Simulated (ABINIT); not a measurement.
# CuAu (P4/mmm) in ABINIT: further runs, part 2 of 2

ABINIT 10.8.3 (patched build). Earlier steps stand in the parts before.

## (3) Band structure, AM05

The input, run.abi:

```
# Datasets: ground state, then fixed potential
ndtset 2

# Pseudopotentials
pp_dirpath "./"
pseudos "Au.GGA_PBE-JTH.xml, Cu.GGA_PBE-JTH.xml"

# Structure
acell 2.8107494552 2.8107494552 3.685 Angstrom
rprim
     1.0000000000     0.0000000000     0.0000000000
     0.0000000000     1.0000000000     0.0000000000
     0.0000000000     0.0000000000     1.0000000000
ntypat 2
znucl 79 29
natom 2
typat 1 2
xred
     0.0000000000     0.0000000000     0.0000000000
     0.5000000000     0.5000000000     0.5000000000

# Plane-wave basis
ecut 31.0
pawecutdg 53.0
pawxcdev 0

# Exchange and correlation
ixc -120135

# Bands and occupations
occopt 3
tsmear 0.00183747

# SCF cycle
nstep 100

# Output
iomode 3
prtwf 0
prteig 0
prtebands 0
prtden1 1

# Dataset 1
kptopt1 1
ngkpt1 9 9 7
nshiftk1 1
shiftk1 0.0 0.0 0.0
nband1 19
tolvrs1 1.0e-9

# Dataset 2: bands along G-X-M-G-Z-R-A-Z
iscf2 -2
getden2 1
nband2 25
nbdbuf2 4
tolwfr2 1.0e-11
kptopt2 -7
ndivsm2 6
prteig2 1
kptbounds2
     0.0000000000     0.0000000000     0.0000000000
     0.0000000000     0.5000000000     0.0000000000
     0.5000000000     0.5000000000     0.0000000000
     0.0000000000     0.0000000000     0.0000000000
     0.0000000000     0.0000000000     0.5000000000
     0.0000000000     0.5000000000     0.5000000000
     0.5000000000     0.5000000000     0.5000000000
     0.0000000000     0.0000000000     0.5000000000
```

Potentials or basis: JTH PAW PBE v2.0.

Run with:

```bash
$ abinit run.abi > log 2>&1
```

run.abo:

```text
.Version 10.8.3 of ABINIT
 DATASET    1 : space group P4/m m m (#123); Bravais tP (primitive tetrag.)
================================================================================
 Values of the parameters that define the memory need for DATASET  1.
     intxc =       0    ionmov =       0      iscf =      17    lmnmax =      18
     lnmax =       6     mgfft =      36  mpssoang =       3    mqgrid =    3001
     natom =       2  nloc_mem =       2    nspden =       1   nspinor =       1
    nsppol =       1      nsym =      16    n1xccc =       1    ntypat =       2
    occopt =       3   xclevel =       2
       mpw =        1639          nfft =       32400          nkpt =          60
 PAW method is used; the additional fine FFT grid is defined by:
   mgfftf=        48    nfftf =     62208
================================================================================
================================================================================

 DATASET    2 : space group P4/m m m (#123); Bravais tP (primitive tetrag.)
================================================================================
 Values of the parameters that define the memory need for DATASET  2.
     intxc =       0    ionmov =       0      iscf =      -2    lmnmax =      18
     lnmax =       6     mgfft =      36  mpssoang =       3    mqgrid =    3001
     natom =       2  nloc_mem =       2    nspden =       1   nspinor =       1
    nsppol =       1      nsym =      16    n1xccc =       1    ntypat =       2
    occopt =       3   xclevel =       2
       mpw =        1646          nfft =       32400          nkpt =          61
 PAW method is used; the additional fine FFT grid is defined by:
   mgfftf=        48    nfftf =     62208
================================================================================
================================================================================

--------------------------------------------------------------------------------
------------- Echo of variables that govern the present computation ------------
--------------------------------------------------------------------------------
 -outvars: echo values of preprocessed input variables --------
            acell      5.3115466789E+00  5.3115466789E+00  6.9636407740E+00 Bohr
              amu      1.96966540E+02  6.35460000E+01
[... 966 lines left out ...]

 cartesian coordinates (angstrom) at end:
    1      0.00000000000000     0.00000000000000     0.00000000000000
    2      1.40537472760000     1.40537472760000     1.84250000000000
 length scales=  5.311546678873  5.311546678873  6.963640773970 bohr
              =  2.810749455200  2.810749455200  3.685000000000 angstroms
 Eigenvalues (hartree) for nkpt=  61  k points:
 kpt#   1, nband= 25, wtk=  1.00000, kpt=  0.0000  0.0000  0.0000 (reduced coord)
  -3.83518   -2.27965   -2.27929   -2.27929   -0.09148    0.02705    0.03269    0.12112
   0.12112    0.16031    0.16684    0.19247    0.20879    0.21678    0.21678    0.34566
   0.56396    0.64086    0.64086    0.88116    0.88463    0.93186    1.04876    1.04876
   1.08832
 kpt#   2, nband= 25, wtk=  1.00000, kpt=  0.0000  0.0625  0.0000 (reduced coord)
  -3.83518   -2.27965   -2.27931   -2.27928   -0.08812    0.02881    0.03455    0.11905
   0.12190    0.15884    0.16740    0.19232    0.20734    0.21133    0.21609    0.35566
   0.56038    0.62066    0.64658    0.87898    0.91207    0.93263    1.03167    1.05463
   1.07460
 kpt#   3, nband= 25, wtk=  1.00000, kpt=  0.0000  0.1250  0.0000 (reduced coord)
  -3.83518   -2.27964   -2.27939   -2.27928   -0.07828    0.03295    0.04099    0.11304
   0.12421    0.15458    0.16878    0.19211    0.19931    0.20351    0.21404    0.38125
   0.53800    0.59092    0.66318    0.86726    0.93002    0.97914    0.99803    1.04908
   1.07193
 kpt#   4, nband= 25, wtk=  1.00000, kpt=  0.0000  0.1875  0.0000 (reduced coord)
  -3.83517   -2.27963   -2.27949   -2.27927   -0.06269    0.03826    0.05237    0.10386
[... 274 lines left out ...]
  -3.83518   -2.27966   -2.27934   -2.27934   -0.00964    0.04386    0.04993    0.12056
   0.13050    0.13696    0.15343    0.16430    0.18540    0.18937    0.20220    0.20537
   0.72517    0.73117    0.74090    0.77911    0.89811    0.92536    1.01904    1.03057
   1.06904
 kpt#  60, nband= 25, wtk=  1.00000, kpt=  0.0455  0.0455  0.5000 (reduced coord)
  -3.83518   -2.27967   -2.27930   -2.27930   -0.02035    0.03833    0.05138    0.12932
   0.13297    0.13441    0.15702    0.16381    0.18548    0.18688    0.19141    0.19952
   0.76771    0.78053    0.78771    0.80257    0.86883    0.86919    0.96049    1.02340
   1.04192
 kpt#  61, nband= 25, wtk=  1.00000, kpt=  0.0000  0.0000  0.5000 (reduced coord)
  -3.83518   -2.27967   -2.27929   -2.27929   -0.02397    0.03647    0.05192    0.13369
   0.13369    0.13390    0.15316    0.16950    0.18485    0.18552    0.18552    0.19857
   0.80580    0.81113    0.81113    0.82653    0.82653    0.83714    0.92233    1.02755
   1.02974

== END DATASET(S) ==============================================================
================================================================================

 -outvars: echo values of variables after computation  --------
            acell      5.3115466789E+00  5.3115466789E+00  6.9636407740E+00 Bohr
           etotal1    -2.3200211952E+02
            fcart1    -0.0000000000E+00 -0.0000000000E+00 -0.0000000000E+00
                      -0.0000000000E+00 -0.0000000000E+00 -0.0000000000E+00
           strten1     1.4349943061E-04  1.4349943061E-04  1.5396428179E-04
                       0.0000000000E+00  0.0000000000E+00  0.0000000000E+00
           xangst      0.0000000000E+00  0.0000000000E+00  0.0000000000E+00
                       1.4053747276E+00  1.4053747276E+00  1.8425000000E+00
             xred      0.0000000000E+00  0.0000000000E+00  0.0000000000E+00
                       5.0000000000E-01  5.0000000000E-01  5.0000000000E-01
 Calculation completed.
```

It took 5.8 min on 1 thread of AMD EPYC 7R43 (Zen 3), shared host; peak memory 0.16 GiB.

What came out:

```yaml
Free_energy: -6313.0993 eV
Pressure: -4.3 GPa
Band_gap_on_the_k_mesh: none (metal or under the smearing width)
Valence_electrons_inside_the_program's_atomic_spheres: Au 9.54; Cu 17.33
```

Levels at the corners of the path, in eV from the Fermi level:
| point | band 11 | band 12 | band 13 | band 14 | band 15 | band 16 | band 17 | band 18 | band 19 | band 20 |
| --- | --- | --- | --- | --- | --- | --- | --- | --- | --- | --- |
| Γ | -2.76 | -2.06 | -1.62 | -1.40 | -1.40 | 2.11 | 8.05 | 10.14 | 10.14 | 16.68 |
| X | -2.96 | -2.89 | -2.32 | -2.11 | -0.80 | -0.12 | 9.55 | 9.56 | 11.31 | 11.34 |
| M | -1.61 | -1.56 | -1.30 | -1.30 | 0.65 | 0.65 | 5.16 | 6.89 | 10.27 | 11.77 |
| Γ | -2.76 | -2.06 | -1.62 | -1.40 | -1.40 | 2.11 | 8.05 | 10.14 | 10.14 | 16.68 |
| Z | -3.13 | -2.69 | -2.27 | -2.25 | -2.25 | -1.90 | 14.63 | 14.77 | 14.77 | 15.19 |
| R | -1.79 | -1.64 | -1.52 | -1.48 | -1.08 | -1.07 | 2.70 | 4.42 | 16.38 | 16.49 |
| A | -3.12 | -2.06 | -1.60 | -1.55 | 5.51 | 5.54 | 5.54 | 6.18 | 6.93 | 7.00 |
| Z | -3.13 | -2.69 | -2.27 | -2.25 | -2.25 | -1.90 | 14.63 | 14.77 | 14.77 | 15.19 |

Caveat: the PAW data sets were made with another functional, which shifts forces and pressure a little; spin-orbit coupling is left out, which moves the levels of the heavy elements.
